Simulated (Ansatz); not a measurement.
Computed with DFT PBE, scalar-relativistic, plane waves, PAW, and for the lanthanide a 4f-in-core norm-conserving potential, in Ansatz. All cells share a 660 eV cutoff and Γ-centred k meshes spaced at most about 0.3 Å⁻¹ (about 0.25 or finer for metals, 2π included). No spin polarisation in the final relaxations.

All energies are static (0 K, no zero-point motion). All come from trial cells, and lower structures may exist.

Task: Order these relaxed structures of Nd₃H₂ by energy, lowest first, with the energy over the lowest of them.
1. Space group P4/mbm (No. 127), tetragonal, a = 6.928 Å, c = 4.797 Å. Around Nd on a site of symmetry m2m lie 2 H at 2.42 Å; Nd on a site of symmetry 4/m has 4 H at 2.49 Å; around H lie 4 Nd at 2.42–2.49 Å.
2. Space group P6/mmm (No. 191), hexagonal, a = 5.386 Å, c = 4.484 Å. Nd on a site of symmetry 6/mmm is surrounded by 6 H at 3.11 Å; Nd on a site of symmetry -6m2 is surrounded by 2 H at 2.24 Å; around H lie 2 Nd at 2.24 Å, 3 H at 3.11 Å and 3 Nd at 3.11 Å.
3. Space group P6/mmm (No. 191), hexagonal, a = 6.892 Å, c = 3.314 Å. Nd has 6 Nd at 3.31–3.45 Å and 4 H at 3.47 Å; H is surrounded by 1 H at 0.78 Å, 1 H at 2.54 Å, 2 H at 3.31 Å and 6 Nd at 3.47 Å.
4. Space group P-3m1 (No. 164), trigonal, a = 3.658 Å, c = 8.979 Å. Around Nd on a site of symmetry 3m lie 3 H at 2.66 Å; Nd on a site of symmetry -3m has 6 H at 2.52 Å; H has 6 Nd at 2.52–2.66 Å.

Result: 4 (0 meV/atom), 1 (232 meV/atom), 2 (413 meV/atom), 3 (865 meV/atom). Forms: 4 P-3m1; 1 P4/mbm; 2 P6/mmm; 3 P6/mmm. Counting H atoms around Nd (those within 1.25 times the shortest such distance or 1.15 times the sum of covalent radii, 1.27 where that leaves under three; the shortest distance is added where it exceeds 1.18 times the sum of covalent radii; a slash parts the counts of unlike sites): cell 4 has Nd 3/6; cell 1 has Nd 2/4; cell 2 has Nd 2/6; cell 3 has Nd 4 from 3.5 Å. Cell 3 holds H–H pairs as short as in free H₂ molecules (shortest 0.78 Å) (bonds between like non-metal atoms; other contacts aren't counted).

With hydrogen, zero-point motion can shift such differences by 10 meV/atom or more. Cells relaxed within their symmetry can be saddle points. Some candidate types were left out of the draw beforehand, so a known form may be missing.

The lanthanide is trivalent by construction, without f bands, f moments or other valences.
